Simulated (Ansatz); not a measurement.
Method: DFT PBE, scalar-relativistic, plane waves, PAW in Ansatz. All cells share a 420 eV cutoff and Γ-centred k meshes spaced at most about 0.3 Å⁻¹ (about 0.25 or finer for metals, 2π included). No spin polarisation in the final relaxations.

All energies are static (0 K, no zero-point motion).

Compare these two cells of TaN, each relaxed at this level.

A.

```cif
data_structure
_symmetry_space_group_name_H-M 'P-6m2'
_symmetry_Int_Tables_number 187
_cell_length_a 2.9502
_cell_length_b 2.9502
_cell_length_c 2.8978
_cell_angle_alpha 90.000
_cell_angle_beta 90.000
_cell_angle_gamma 120.000
_cell_volume 21.84
loop_
_atom_site_label
_atom_site_type_symbol
_atom_site_symmetry_multiplicity
_atom_site_Wyckoff_symbol
_atom_site_fract_x
_atom_site_fract_y
_atom_site_fract_z
_atom_site_occupancy
Ta1 Ta 1 b 0.00000 0.00000 0.50000 1
N1 N 1 e 0.66667 0.33333 0.00000 1
```

B.

```cif
data_structure
_symmetry_space_group_name_H-M 'Fm-3m'
_symmetry_Int_Tables_number 225
_cell_length_a 4.4171
_cell_length_b 4.4171
_cell_length_c 4.4171
_cell_angle_alpha 90.000
_cell_angle_beta 90.000
_cell_angle_gamma 90.000
_cell_volume 86.18
loop_
_atom_site_label
_atom_site_type_symbol
_atom_site_symmetry_multiplicity
_atom_site_Wyckoff_symbol
_atom_site_fract_x
_atom_site_fract_y
_atom_site_fract_z
_atom_site_occupancy
Ta1 Ta 4 a 0.00000 0.00000 0.00000 1
N1 N 4 b 0.50000 0.00000 0.00000 1
```

Question: Which is lower in energy, and by how much?

Answer: A is lower, by 0.31 eV/atom. A has the tungsten carbide type, space group P-6m2 (No. 187), 10.9 Å³/atom and no gap on its mesh; B has the rock salt type, space group Fm-3m (No. 225), 10.8 Å³/atom and no gap. In A, Ta is surrounded by 6 N at 2.24 Å and 8 Ta at 2.90–2.95 Å; around N lie 6 Ta at 2.24 Å. In B, Ta is surrounded by 6 N at 2.21 Å and 12 Ta at 3.12 Å; N is surrounded by 6 Ta at 2.21 Å. Origin: A is a cell as deposited in COD, relaxed; B was invented.

These runs have no spin–orbit coupling, which can matter for Ta. Cells relaxed within their symmetry can be saddle points.

The tungsten carbide cell is clearly favoured over rock salt, and shorter metal–nitrogen bonds can't be the reason: Ta–N is slightly longer in the stable cell, at 2.24 Å against 2.21 Å. What changes is the arrangement around the metal, from octahedral to trigonal prismatic, and with it the Ta–Ta contacts, which shrink from 3.12 Å to 2.90–2.95 Å. TaN is isoelectronic with WC, and has more valence electrons than are needed to fill the metal–nitrogen bonding bands. In the prismatic structure the remaining d electrons can enter metal–metal bonding states below a pseudogap, whereas in rock salt they occupy a broad, partly filled d band; this probably accounts for most of the preference. The nearly equal volumes suggest that moderate pressure would do little to reverse the order. Rock salt TaN is nevertheless known from films and high-temperature synthesis, where vacancies and entropy probably help it form. The comparison doesn't establish the ground state of TaN, since the well-known hexagonal ε phase is not included.
